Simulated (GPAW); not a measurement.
**Ag: equation of state with PBE**

The system is Ag.

```
Ag
1.0
     0.00000    2.04275    2.04275
     2.04275    0.00000    2.04275
     2.04275    2.04275    0.00000
Ag
1
Direct
  0.00000 0.00000 0.00000
```

* Program: GPAW 26.7.0
* Task: equation of state
* Functional: PBE
* Potentials or basis: JTH PAW 2.0, PBE
* Cutoff: 600 eV
* Basis: pw
* k mesh: 11 × 11 × 11
* Occupations: fermi-dirac, width 0.05 eV
* Spin: no spin polarisation
* Maxiter: 150
* Eos scales: [0.94, 0.96, 0.98, 1.0, 1.02, 1.04, 1.06]
* Data set: Ag jth

* Equilibrium volume: 17.82 Å³/atom (rough: see the caveat)
* Bulk modulus: 99 GPa (rough)

Energy against volume, from the lowest point:
| volume (Å³/atom) | energy (meV/atom) |
| --- | --- |
| 16.025 | 69.76 |
| 16.366 | 44.78 |
| 16.707 | 23.34 |
| 17.048 | 10.85 |
| 17.389 | 3.42 |
| 17.730 | 0.00 |
| 18.071 | 0.69 |

Wall time 58 s on 1 thread of Arm Neoverse V2 (shared host), peak memory 0.19 GiB.

Caveat: the energies scatter about the fit; the fit is doubtful: noisy points or a state that changes with volume; the program truncates these outside data sets.
